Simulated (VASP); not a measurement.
# KCl (Sylvite) (Fm-3m) in VASP: further runs

The runs below take KCl (Sylvite) through relaxation of cell and atoms, single point, with PBEsol, BLYP+D4, LDA.

Everything below comes from runs of VASP 6.6.1. Logs are shortened: lines on timing, memory, paths and dates and some standing lists are left out, and cuts for length are marked.

**Experimental background.**

A printed reference work, monograph reports, for a bulk crystal of KCl: band gap 8.68 eV.

The runs below are set against these values where they give the same quantity.

## (1) The cell of the first run

It takes space group Fm-3m (No. 225, cubic). Conventional cell: a = 6.293 Å, b = 6.293 Å, c = 6.293 Å, α = 90.00°, β = 90.00°, γ = 90.00°. Within 4.1 Å of K (site symmetry m-3m) lie 6 Cl at 3.15 Å. Within 4.1 Å of Cl (site symmetry m-3m) lie 6 K at 3.15 Å.

## (2) Relaxation of cell and atoms, PBEsol, target pressure 20 GPa, at which the enthalpy is minimised

Contents of INCAR:

```
SYSTEM = KCl
PREC = Accurate
ENCUT = 600
EDIFF = 1E-6
ISMEAR = -1
SIGMA = 0.05
LREAL = .FALSE.
LASPH = .TRUE.
NELM = 80
ALGO = Normal
ISIF = 3
LWAVE = .FALSE.
LCHARG = .FALSE.
GGA = PS
IBRION = 2
NSW = 80
EDIFFG = -0.02
PSTRESS = 200.0
```

Contents of KPOINTS:

```
regular mesh
0
G
  7 7 7
  0 0 0
```

Contents of POSCAR:

```
KCl
1.0
    0.0000000000      3.1464700000      3.1464700000
    3.1464700000      0.0000000000      3.1464700000
    3.1464700000      3.1464700000      0.0000000000
K Cl
1 1
Direct
    0.0000000000      0.0000000000      0.0000000000
    0.5000000000      0.5000000000      0.5000000000
```

Potentials or basis: VASP PAW PBE potentials, release 64 (K_sv, Cl).

The run is started by

```bash
cat potpaw_PBE.64/K_sv/POTCAR potpaw_PBE.64/Cl/POTCAR > POTCAR
mpirun -np 1 vasp_std > vasp.out
```

OUTCAR:

```text
SYSTEM = KCl
   PREC = Accurate
   ENCUT = 600
   EDIFF = 1E-6
   ISMEAR = -1
   LREAL = .FALSE.
   LASPH = .TRUE.
   NELM = 80
   ISIF = 3
   GGA = PS
   IBRION = 2
   NSW = 80
   EDIFFG = -0.02
   PSTRESS = 200.0

 ion  position               nearest neighbor table
   1  0.000  0.000  0.000-   2 3.15   2 3.15   2 3.15   2 3.15   2 3.15   2 3.15
   2  0.500  0.500  0.500-   1 3.15   1 3.15   1 3.15   1 3.15   1 3.15   1 3.15

  LATTYP: Found a face centered cubic cell.
 ALAT       =     6.2929400000

  Lattice vectors:

 A1 = (   0.0000000000,   3.1464700000,   3.1464700000)
 A2 = (   3.1464700000,   0.0000000000,   3.1464700000)
 A3 = (   3.1464700000,   3.1464700000,   0.0000000000)

Analysis of symmetry for initial positions (statically):
=====================================================================
 Subroutine PRICEL returns:
 Original cell was already a primitive cell.

 Routine SETGRP: Setting up the symmetry group for a
 face centered cubic supercell.

 Subroutine GETGRP returns: Found 48 space group operations
 (whereof 48 operations were pure point group operations)
 out of a pool of 48 trial point group operations.

The static configuration has the point symmetry O_h .

Analysis of symmetry for dynamics (positions and initial velocities):
=====================================================================
 Subroutine PRICEL returns:
 Original cell was already a primitive cell.

 Routine SETGRP: Setting up the symmetry group for a
 face centered cubic supercell.

 Subroutine GETGRP returns: Found 48 space group operations
 (whereof 48 operations were pure point group operations)
 out of a pool of 48 trial point group operations.

The dynamic configuration has the point symmetry O_h .

 Subroutine INISYM returns: Found 48 space group operations
 (whereof 48 operations are pure point group operations),
 and found     1 'primitive' translations

----------------------------------------------------------------------------------------

                                     Primitive cell

  volume of cell :      62.3018

  direct lattice vectors                    reciprocal lattice vectors
     0.000000000  3.146470000  3.146470000    -0.158908237  0.158908237  0.158908237
     3.146470000  0.000000000  3.146470000     0.158908237 -0.158908237  0.158908237
     3.146470000  3.146470000  0.000000000     0.158908237  0.158908237 -0.158908237

  length of vectors
     4.449780548  4.449780548  4.449780548     0.275237140  0.275237140  0.275237140

  position of ions in fractional coordinates (direct lattice)
[... 8 lines left out ...]
----------------------------------------------------------------------------------------

 KPOINTS: regular mesh

Automatic generation of k-mesh.
 Grid dimensions read from file:
 generate k-points for:    7    7    7

 Generating k-lattice:

  Cartesian coordinates                     Fractional coordinates (reciprocal lattice)
    -0.022701177  0.022701177  0.022701177     0.142857143  0.000000000  0.000000000
     0.022701177 -0.022701177  0.022701177     0.000000000  0.142857143  0.000000000
     0.022701177  0.022701177 -0.022701177     0.000000000  0.000000000  0.142857143

  Length of vectors
     0.039319591  0.039319591  0.039319591

  Shift w.r.t. Gamma in fractional coordinates (k-lattice)
     0.000000000  0.000000000  0.000000000

 Subroutine IBZKPT returns following result:
 ===========================================

 Found     20 irreducible k-points:

 Following reciprocal coordinates:
            Coordinates               Weight
  0.000000  0.000000  0.000000      1.000000
  0.142857  0.000000  0.000000      8.000000
  0.285714  0.000000  0.000000      8.000000
  0.428571  0.000000  0.000000      8.000000
  0.142857  0.142857  0.000000      6.000000
  0.285714  0.142857  0.000000     24.000000
[... 12 lines left out ...]
 -0.428571  0.428571  0.142857     24.000000
 -0.285714  0.428571  0.142857     24.000000
   k-points           NKPTS =     20   k-points in BZ     NKDIM =     20   number of bands    NBANDS=     12
   number of dos      NEDOS =    301   number of ions     NIONS =      2
   total plane-waves  NPLWV =  46656
   dimension x,y,z NGX =    36 NGY =   36 NGZ =   36
   dimension x,y,z NGXF=    72 NGYF=   72 NGZF=   72
   ions per type =               1   1
   NGX,Y,Z   is equivalent  to a cutoff of  13.45, 13.45, 13.45 a.u.
   NGXF,Y,Z  is equivalent  to a cutoff of  26.90, 26.90, 26.90 a.u.
 SYSTEM =  KCl
   PREC   = accura    normal or accurate (medium, high low for compatibility)
   ISTART =      0    job   : 0-new  1-cont  2-samecut
   ICHARG =      2    charge: 1-file 2-atom 10-const
   ISPIN  =      1    spin polarized calculation?
   LNONCOLLINEAR =      F non collinear calculations
   LSORBIT =      F    spin-orbit coupling
   LASPH  =      T    aspherical Exc in radial PAW
   ENCUT  =  600.0 eV  44.10 Ry    6.64 a.u.   8.89  8.89  8.89*2*pi/ulx,y,z
   NELM   =     80;   NELMIN=  2; NELMDL= -5     # of ELM steps
   EDIFF  = 0.1E-05   stopping-criterion for ELM
   LREAL  =      F    real-space projection
   EDIFFG = -.2E-01   stopping-criterion for IOM
   NSW    =     80    number of steps for IOM
   IBRION =      2    ionic relax: 0-MD 1-quasi-New 2-CG
   NFREE  =      1    steps in history (QN), initial steepest desc. (CG)
   ISIF   =      3    stress and relaxation
   ISYM   =      2    0-nonsym 1-usesym 2-fastsym
   POTIM  = 0.5000    time-step for ionic-motion
   TEBEG  =    0.0;   TEEND  =   0.0 temperature during run
   PSTRESS=  200.0 pullay stress
   NELECT =      16.0000    total number of electrons
   NUPDOWN=      -1.0000    fix difference up-down
   EMIN   =  10.00;   EMAX   =-10.00  energy-range for DOS
   EFERMI =   0.00;   METHOD = LEGACY
   ISMEAR =    -1;   SIGMA  =   0.05  broadening in eV -4-tet -1-fermi 0-gaus
   EFERMI_NEDOS =   21; number of points for ismear=-14 and -15
   IALGO  =     38    algorithm
   IMIX   =      4    mixing-type and parameters
     AMIX     =   0.40;   BMIX     =  1.00
     AMIX_MAG =   1.60;   BMIX_MAG =  1.00
  volume/ion in A,a.u.               =      31.15       210.22
  Fermi-wavevector in a.u.,A,eV,Ry     =   1.040594  1.966437 14.732871  1.082835
  Thomas-Fermi vector in A             =   2.175177
   LORBIT       =      0    0 simple, 1 ext, 2 COOP (PROOUT), +10 PAW based schemes
   GGA     = PS    functional components
   LHFCALC =     F    Hartree Fock is set to
   AEXX    =    0.0000 exact exchange contribution
   IVDW    =     0    specifies the selected vdW correction
   LEPSILON=     F    determine dielectric tensor
   LRPA    =     F    only Hartree local field effects (RPA)
 conjugate gradient relaxation of ions
 non-spin polarized calculation
  energy-cutoff  :      600.00
  volume of cell :       62.30
 maximum number of plane-waves:      2102
   NGX = 17   NGY = 17   NGZ = 17

--------------------------------------- Ionic step        1  -------------------------------------------

 number of electron      16.0000001 magnetization

 Free energy of the ion-electron system (eV)
  ---------------------------------------------------
  ext. energy  EPLUGINS =         0.00000000
  ---------------------------------------------------
  free energy    TOTEN  =        -7.02212166 eV

  energy without entropy =       -7.02212166  energy(sigma->0) =       -7.02212166

 E-fermi :  -0.8552     XC(G=0):  -7.7202

 val. band max:       -1.9060843191   @ k =   0.0000   0.0000   0.0000
 cond. band min:       3.1168789871   @ k =   0.0000   0.0000   0.0000
 fundamental gap:      5.0229633062
 Fermi energy:        -0.8551715818

 k-point     1 :       0.0000    0.0000    0.0000
  band No.  band energies     occupation
      1     -28.9500      2.00000
      2     -13.9970      2.00000
      3     -12.4767      2.00000
      4     -12.4767      2.00000
      5     -12.4767      2.00000
      6      -1.9061      2.00000
      7      -1.9061      2.00000
      8      -1.9061      2.00000
      9       3.1169      0.00000
     10       6.3889      0.00000
     11       6.3889      0.00000
     12       6.3889      0.00000
[... 695 lines left out ...]
  FREE ENERGIE OF THE ION-ELECTRON SYSTEM (eV)
  ---------------------------------------------------
  free  energy   TOTEN  =        -6.2268281839 eV

  energy  without entropy=       -6.2268281839  energy(sigma->0) =       -6.22682818

  enthalpy is  TOTEN    =        -1.0612394860 eV   P V=        5.1655886979

--------------------------------------- Ionic step        4  -------------------------------------------

 number of electron      16.0000001 magnetization

 Free energy of the ion-electron system (eV)
  ---------------------------------------------------
  ext. energy  EPLUGINS =         0.00000000
  ---------------------------------------------------
  free energy    TOTEN  =        -6.18290576 eV

  energy without entropy =       -6.18290576  energy(sigma->0) =       -6.18290576

 E-fermi :   1.4866     XC(G=0):  -9.6598

 val. band max:        0.4038969707   @ k =   0.0000   0.0000   0.0000
 cond. band min:       5.9595049918   @ k =   0.4286   0.4286   0.0000
 fundamental gap:      5.5556080211
 Fermi energy:         1.4866127463

 k-point     1 :       0.0000    0.0000    0.0000
  band No.  band energies     occupation
      1     -25.9827      2.00000
      2     -12.3793      2.00000
      3      -9.4782      2.00000
      4      -9.4782      2.00000
      5      -9.4782      2.00000
      6       0.4039      2.00000
      7       0.4039      2.00000
      8       0.4039      2.00000
      9       7.1743      0.00000
     10       8.4379      0.00000
     11       8.4379      0.00000
     12       8.4379      0.00000
[... 305 lines left out ...]
 POSITION                                       TOTAL-FORCE (eV/Angst)
 -----------------------------------------------------------------------------------
      0.00000      2.73728      2.73728         0.000000      0.000000      0.000000
      2.73728      2.73728      2.73728         0.000000     -0.000000     -0.000000
 -----------------------------------------------------------------------------------
    total drift:                               -0.000000     -0.000000      0.000000

  FREE ENERGIE OF THE ION-ELECTRON SYSTEM (eV)
  ---------------------------------------------------
  free  energy   TOTEN  =        -6.1829057566 eV

  energy  without entropy=       -6.1829057566  energy(sigma->0) =       -6.18290576

  enthalpy is  TOTEN    =        -1.0624753419 eV   P V=        5.1204304146

 reached required accuracy - stopping structural energy minimisation
```

It took 63 s on 1 thread of Intel Xeon Platinum 8259CL at 2.50GHz (Skylake/Cascade Lake), shared host; peak memory 0.22 GiB.

Results:

| Item | Value |
| --- | --- |
| Free energy | -6.1829 eV |
| Relaxed volume | 20.51 Å³/atom |
| Relaxed cell | a = 3.871 Å, b = 3.871 Å, c = 3.871 Å, α = 60.00°, β = 60.00°, γ = 60.00° |
| Space group after relaxing (to 0.05 Å) | Fm-3m (No. 225) |
| Energy change on relaxing (the enthalpy is what falls) | +419.6 meV/atom |
| Ionic steps | 4 |
| Pressure after relaxing | 19.9 GPa |
| Band gap on the k mesh | 5.56 eV, indirect (least direct gap 5.80 eV) |

The path:
| step | energy change (eV) | largest force (eV/Å) | pressure (GPa) | volume (Å³) |
| --- | --- | --- | --- | --- |
| 1 | 0.0000 | 0.0000 | -0.34 | 62.30 |
| 2 | 2.5116 | 0.0000 | 52.28 | 33.02 |
| 3 | 0.7953 | 0.0000 | 19.03 | 41.38 |
| 4 | 0.8392 | 0.0000 | 19.89 | 41.02 |

Final structure:
```
K Cl
1.0
     0.00000    2.73728    2.73728
     2.73728    0.00000    2.73728
     2.73728    2.73728    0.00000
K Cl
1 1
Cartesian
  0.0000 2.7373 2.7373
  2.7373 2.7373 2.7373
```

Levels at points of the mesh, in eV from the valence-band top:
```
           k point  band 5  band 6  band 7  band 8  band 9  band 10  band 11  band 12
(0.00, 0.00, 0.00)   -9.88    0.00    0.00    0.00    6.77     8.03     8.03     8.03
```

Caveat: the cell is relaxed towards a set pressure, so the enthalpy falls and the energy may rise; the volume moved by over 15 % at a fixed basis, so the end points are rough; the PAW data sets were made with another functional, which shifts forces and pressure a little.

(Continued in part 2 of 2.)
